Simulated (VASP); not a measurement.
Here is a VASP 6.6.1 calculation.

INCAR

```
SYSTEM = InSb2As3
  PREC = Normal
  ENCUT = 520
  EDIFF = 1E-5
  ISMEAR = 0
  SIGMA = 0.15
  LREAL = Auto
  LASPH = .True.
  NELM = 80
  ALGO = Fast
  ISIF = 2
  LWAVE = .False.
  LCHARG = .False.
  GGA = PE
  NBANDS = 50
```

Contents of KPOINTS:

```
Automatic mesh
0
Gamma
  6 6 2
  0 0 0
```

POSCAR

```
InSb2As3
1.0
    8.2847020000      0.0000000000      0.0000000000
   -2.0711760000      3.5873810000      0.0000000000
    0.0000000000      0.0000000000     11.1466300000
In Sb As
2 4 6
Direct
    0.0000000000      0.0000000000      0.5471780000
    0.5000000000      0.0000000000      0.5471780000
    0.1666665000      0.6666670000      0.7812600000
    0.6666665000      0.6666670000      0.7812600000
    0.1666665000      0.6666670000      0.2178500000
    0.6666665000      0.6666670000      0.2178500000
    0.3333335000      0.3333330000      0.4555120000
    0.8333335000      0.3333330000      0.4555120000
    0.3333335000      0.3333330000      0.0891130000
    0.8333335000      0.3333330000      0.0891130000
    0.0000000000      0.0000000000      0.9091820000
    0.5000000000      0.0000000000      0.9091820000
```

Potentials or basis: VASP PAW PBE potentials, release 64 (In_d, Sb, As).

Command:

```console
$ cat potpaw_PBE.64/In_d/POTCAR potpaw_PBE.64/Sb/POTCAR potpaw_PBE.64/As/POTCAR > POTCAR
$ mpirun -np 1 vasp_std > vasp.out
```

Problem. Predict the pressure.

Solution. 0.0 GPa.

Problem. Predict the band gap on the k mesh.

Solution. None (metal or under the smearing width).

Problem. What does it give for the largest force?

Solution. 0.080 eV/Å.

Stress tensor (GPa, compression positive):
```
-0.11 -0.05  0.00
-0.05 -0.05  0.00
 0.00  0.00  0.05
```

The run has no spin-orbit coupling, so splittings on Sb are missing.
